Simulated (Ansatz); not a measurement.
V: equation of state with PBEsol

Crystal: V.

```
V
1.0
     2.60429    0.00000    0.00000
    -1.30215    2.25538    0.00000
     0.00000    0.00000    4.72334
V
2
Direct
  0.33333 0.66667 0.25000
  0.66667 0.33333 0.75000
```

This isn't the form of V at room conditions, which is bcc.

| Item | Value |
| --- | --- |
| Program | Ansatz 0.2.0 |
| Task | equation of state |
| Functional | PBEsol |
| Potentials or basis | Ansatz PAW |
| Cutoff | 420 eV |
| Density cutoff | 1680 eV |
| k mesh | 12 × 12 × 6 |
| Occupations | fermi-dirac, width 0.05 eV |
| Spin | collinear spin, ferromagnetic start |
| Starting moments | [2.0, 2.0] μB |

```yaml
Equilibrium_volume: 13.31 Å³/atom
Bulk_modulus_at_fixed_shape_and_positions: 188 GPa
Pressure_derivative_of_the_bulk_modulus: 4.0
```

Energy against volume, from the lowest point:
```
volume (Å³/atom)  energy (meV/atom)
          13.039               3.24
          13.317               0.00
          13.594               3.53
          13.872              13.17
          14.149              28.33
          14.427              48.46
          14.704              73.08
```

All runs of the series together: 21 s on 2 threads of Arm Neoverse V2, with other jobs on the host.

Caveat: the cell was scaled at fixed shape and fractional positions, which overstates the stiffness of a crystal with free parameters, most of all of layers and chains.
